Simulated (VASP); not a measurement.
Write the native input for VASP 6.6.1 that does the following.

| Item | Value |
| --- | --- |
| Task | single point |
| Functional | PBEsol |
| Potentials or basis | VASP PAW PBE potentials, release 64 (B, N) |
| Cutoff | 450 eV |
| k mesh | 3 × 4 × 4 |
| Occupations | gaussian, width 0.03 eV |
| Spin | collinear spin, ferromagnetic start |
| Starting moments | [0.1, 0.1, 0.1, 0.0, 0.1, 0.0, 0.0, 0.0, 0.0, 0.0, 0.0, 0.0, 0.0, 0.0, 0.0, 0.0, 0.0, 0.0, 0.0, 0.0, 0.0, 0.0, 0.0] μB |
| Dq | -1 |
| Further INCAR settings | LREAL = Auto; ALGO = Normal; EDIFF = 1e-05; NELECT = 92.0 |

The structure of B12N11 (a cell with a defect) lies in POSCAR:

```
B12N11
1.0
    0.0000000000      5.4225000000      5.4225000000
    3.6150000000      0.0000000000      3.6150000000
    3.6150000000      3.6150000000      0.0000000000
B N
12 11
Direct
    0.0000000000      0.0000000000      0.0000000000
    0.0000000000      0.0000000000      0.5000000000
    0.0000000000      0.5000000000      0.0000000000
    0.0000000000      0.5000000000      0.5000000000
    0.3333330000      0.0000000000      0.0000000000
    0.3333330000      0.0000000000      0.5000000000
    0.3333330000      0.5000000000      0.0000000000
    0.3333330000      0.5000000000      0.5000000000
    0.6666670000      0.0000000000      0.0000000000
    0.6666670000      0.0000000000      0.5000000000
    0.6666670000      0.5000000000      0.0000000000
    0.6666670000      0.5000000000      0.5000000000
    0.0833333333      0.1250000000      0.6250000000
    0.0833333333      0.6250000000      0.1250000000
    0.0833333333      0.6250000000      0.6250000000
    0.4166663333      0.1250000000      0.1250000000
    0.4166663333      0.1250000000      0.6250000000
    0.4166663333      0.6250000000      0.1250000000
    0.4166663333      0.6250000000      0.6250000000
    0.7500003333      0.1250000000      0.1250000000
    0.7500003333      0.1250000000      0.6250000000
    0.7500003333      0.6250000000      0.1250000000
    0.7500003333      0.6250000000      0.6250000000
```

One way to write it, as run:

INCAR

```
SYSTEM = B12N11
ALGO = Normal
EDIFF = 1E-5
ENCUT = 450
GGA = PS
ISIF = 2
ISMEAR = 0
ISPIN = 2
LASPH = .True.
LCHARG = .False.
LORBIT = 11
LREAL = Auto
LWAVE = .False.
MAGMOM = 0.1 0.1 0.1 0 0.1 0 0 0 0 0 0 0 0 0 0 0 0 0 0 0 0 0 0
NELECT = 92.0
NELM = 120
PREC = Accurate
SIGMA = 0.03
```

KPOINTS

```
k-points
0
Gamma
  3 4 4
  0 0 0
```

Potentials or basis: VASP PAW PBE potentials, release 64 (B, N).

Command:

```bash
$ cat potpaw_PBE.64/B/POTCAR potpaw_PBE.64/N/POTCAR > POTCAR
$ mpirun -np 1 vasp_std > vasp.out
```

It gave:

| Quantity | Value |
| --- | --- |
| Largest force | 0.548 eV/Å |
| Band gap on the k mesh | none (metal or under the smearing width) |
| Net moment | 0.79 μB per cell |
| Site moments | B +0.03, +0.00, +0.24, +0.02, +0.01; N +0.00, +0.01, -0.00 μB |
| Valence electrons inside the program's atomic spheres | B 1.93, 2.04, 1.95, 2.05; N 3.94, 3.96, 3.97 |

Caveat: the k mesh is coarse (spacing up to 0.38 Å⁻¹), so the values aren't converged; the cell is charged against a uniform background, so pressure and absolute levels hang on convention; the PAW data sets were made with another functional, which shifts forces and pressure a little.

Run time: 4.5 min on 1 thread of Intel(R) Xeon(R) 6975P-C (Granite Rapids), on a shared host, peak memory 0.36 GiB.
